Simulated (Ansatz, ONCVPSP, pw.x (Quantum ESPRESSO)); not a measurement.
technetium (Tc): does the ONCV potential hold in the solid?

| Quantity | Value |
| --- | --- |
| Element | Tc (Z = 43) |
| Generator | ONCVPSP 4.0.1.1 (patched build) |
| Type | optimised norm-conserving Vanderbilt (ONCV) |
| Functional | PBE |
| Relativity | scalar-relativistic |
| Frozen core | [Ar] 3d10 |
| Valence charge | 15 |
| Reference configuration | 4s2 4p6 4d5 5s2 |
| Partial waves | 4s+5s: rc 1.70 bohr, ncon 4, nbas 8, qcut 6.6 1/bohr, 2 projectors; 4p: rc 1.70 bohr, ncon 3, nbas 7, qcut 7.4 1/bohr, 3 projectors, debl 2.7 Ha; 4d: rc 1.80 bohr, ncon 4, nbas 8, qcut 9.1 1/bohr, 2 projectors, debl 3.1 Ha |
| Local potential | polynomial inside 1.35 bohr (lpopt 4, dvloc0 0 Ha) |
| Core correction | none |

Crystal test: bcc Tc in pw.x 7.5, no spin, 15³ k-points, Fermi–Dirac smearing 0.01 Ry, cutoffs 70/280 Ry. The lattice is a test structure that the element need not adopt, and mesh and smearing are coarse.

pw.x input:

```
&control
  calculation='scf', prefix='x', pseudo_dir='./', outdir='./tmp', tstress=.true., disk_io='none'
/
&system
  ibrav=0, nat=1, ntyp=1, ecutwfc=70, ecutrho=280, nbnd=15,
  occupations='smearing', smearing='fd', degauss=0.01
/
&electrons
  conv_thr=1e-09, mixing_beta=0.4, electron_maxstep=70
/
ATOMIC_SPECIES
Tc 1.0 Tc.UPF
CELL_PARAMETERS angstrom
  -1.54077068 1.54077068 1.54077068
  1.54077068 -1.54077068 1.54077068
  1.54077068 1.54077068 -1.54077068
ATOMIC_POSITIONS crystal
Tc 0.0000 0.0000 0.0000
K_POINTS automatic
15 15 15 0 0 0
```

```bash
pw.x < Tc.scf.in > Tc.scf.out
```

Problem. How does the run end?

Solution. It converges; the pressure is 1.11 GPa against 0.42 GPa from all-electron LAPW.  The log shows:

```
     number of electrons       =        15.00
     number of Kohn-Sham states=           15
     kinetic-energy cutoff     =      70.0000  Ry
     charge density cutoff     =     280.0000  Ry
     scf convergence threshold =      1.0E-09
     Exchange-correlation= PBE
     number of k points=   120  Fermi-Dirac smearing, width (Ry)=  0.0100
     iteration #  1     ecut=    70.00 Ry     beta= 0.40
     total energy              =    -162.71043426 Ry
     estimated scf accuracy    <       0.03487381 Ry
     iteration #  2     ecut=    70.00 Ry     beta= 0.40
     total energy              =    -162.71432081 Ry
     estimated scf accuracy    <       0.00226605 Ry
     iteration #  3     ecut=    70.00 Ry     beta= 0.40
     total energy              =    -162.71450801 Ry
     estimated scf accuracy    <       0.00038771 Ry
     iteration #  4     ecut=    70.00 Ry     beta= 0.40
     total energy              =    -162.71451550 Ry
     estimated scf accuracy    <       0.00000342 Ry
     iteration #  5     ecut=    70.00 Ry     beta= 0.40
     total energy              =    -162.71451631 Ry
     estimated scf accuracy    <       0.00000011 Ry
     iteration #  6     ecut=    70.00 Ry     beta= 0.40
     total energy              =    -162.71451632 Ry
     estimated scf accuracy    <          4.5E-09 Ry
     iteration #  7     ecut=    70.00 Ry     beta= 0.40
     the Fermi energy is    22.4823 ev
!    total energy              =    -162.71451632 Ry
     estimated scf accuracy    <          3.8E-10 Ry
     smearing contrib. (-TS)   =      -0.00662567 Ry
     The total energy is F=E-TS. E is the sum of the following terms:
     one-electron contribution =     -27.65199638 Ry
     hartree contribution      =      23.42671899 Ry
     xc contribution           =     -17.86958365 Ry
     ewald contribution        =    -140.61302961 Ry
     convergence has been achieved in   7 iterations
          total   stress  (Ry/bohr**3)                   (kbar)     P=       11.08
     Message from routine punch:
     Nothing written, as per user request (disk_io='none')
```
